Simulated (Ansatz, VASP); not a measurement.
## MgI2 in VASP and in Ansatz

```xyz
3
Lattice="4.2072 0.0000 -0.4628 -2.1036 3.6435 0.2314 -0.8593 0.0000 7.9156" Properties=species:S:1:pos:R:3 pbc="T T T"
Mg    0.0000    0.0000    0.0000
I    -1.0401    2.4319    6.2591
I     2.2844    1.2117    1.4251
```

Change from the starting cell: engineering shear strain xz -0.2200, normal strain along z +0.0133.

Alike in both runs: functional PBE; k mesh 6 × 6 × 4; occupations gaussian, width 0.05 eV; no spin polarisation.

Ansatz relaxed the structure, and its values are those at the end. VASP's run is a single point on that final structure, the one shown.

|  | VASP | Ansatz |
| --- | --- | --- |
| version | VASP 6.6.1 | Ansatz 0.2.0 |
| potentials or method | VASP PAW PBE potentials, release 64 (Mg, I) | scalar-relativistic, plane waves, PAW |
| plane-wave cutoff (eV) | 520 | 520 |
| valence electrons in the cell | 16 | 44 |

VASP gave:

| Quantity | Value |
| --- | --- |
| gap on the k mesh at the Fermi level (eV) | 3.51 |
| least direct gap on the mesh (eV) | 3.69 |
| pressure (GPa) | -0.1 |
| rms of the force components (eV/Å) | 0.005 |

Q: Which values does Ansatz return?

A: gap on the k mesh at the Fermi level (eV): 3.53; least direct gap on the mesh (eV): 3.71; pressure (GPa): 0.0; rms of the force components (eV/Å): 0.001.

The functional is the same, so the differences come from potentials, cutoffs and numerics. The two sets of potentials don't hold the same shells in valence. Ansatz warned: «stress_scf_threshold_loose».

Caveats: spin-orbit coupling is left out, which moves the levels of the heavy elements. A k mesh can miss the band edges.
